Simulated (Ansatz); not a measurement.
**Ti2O: do energies and stresses tell the same story?**

Theory: DFT r2SCAN, scalar-relativistic, plane waves, PAW (Ansatz 0.2.0).

Cutoff 500 eV; k points 18×18×10 on the computed 3-atom cell (Γ-centred); Gaussian smearing, width 0.10 eV; no spin polarisation.

Relaxed cell: P-3m1, a = 2.951 Å, b = 2.951 Å, c = 4.814 Å, α = 90.00°, β = 90.00°, γ = 120.00°, 3 atoms in the primitive cell. Whether it is the stable form of this composition wasn't checked.

Energies at zero smearing and pressures from the stress tensor, at volumes with shape and atoms relaxed:
| V (Å³/atom) | E − E(first) (meV/atom) | P (GPa) |
| --- | --- | --- |
| 10.653 | 0.00 | 32.87 |
| 11.016 | -62.55 | 22.63 |
| 11.379 | -103.63 | 13.88 |
| 11.742 | -126.33 | 6.39 |
| 12.105 | -133.33 | -0.01 |
| 12.469 | -126.88 | -5.49 |
| 12.832 | -108.92 | -10.18 |
| 13.316 | -69.94 | -15.39 |

Question: Check P = −dE/dV between neighbouring volumes, and get the bulk modulus from the pressures alone.

Answer: With 1 eV/Å³ = 160.2 GPa:
| middle V (Å³/atom) | −ΔE/ΔV (GPa) | mean P (GPa) |
| --- | --- | --- |
| 10.834 | 27.595 | 27.746 |
| 11.198 | 18.121 | 18.252 |
| 11.561 | 10.018 | 10.132 |
| 11.924 | 3.086 | 3.187 |
| 12.287 | -2.846 | -2.753 |
| 12.650 | -7.920 | -7.838 |
| 13.074 | -12.898 | -12.787 |

The two differ by 0.15 GPa at most. The mean of two end pressures misses the average over a step by about ΔV² P″/12, up to 0.13 GPa here; with that taken off 0.02 GPa remains. Around V = 12.105 Å³/atom, the two neighbours give B = −V ΔP/ΔV = 12.105 × 11.88 / 0.726 = 198.0 GPa, against B0 = 197.2 GPa from the Birch–Murnaghan fit of the energies.

Spin polarisation was left out, and a magnetic state may lie lower.

A ferromagnetic start lost its moments in a first run, so spin was left out; other magnetic orders weren't tried.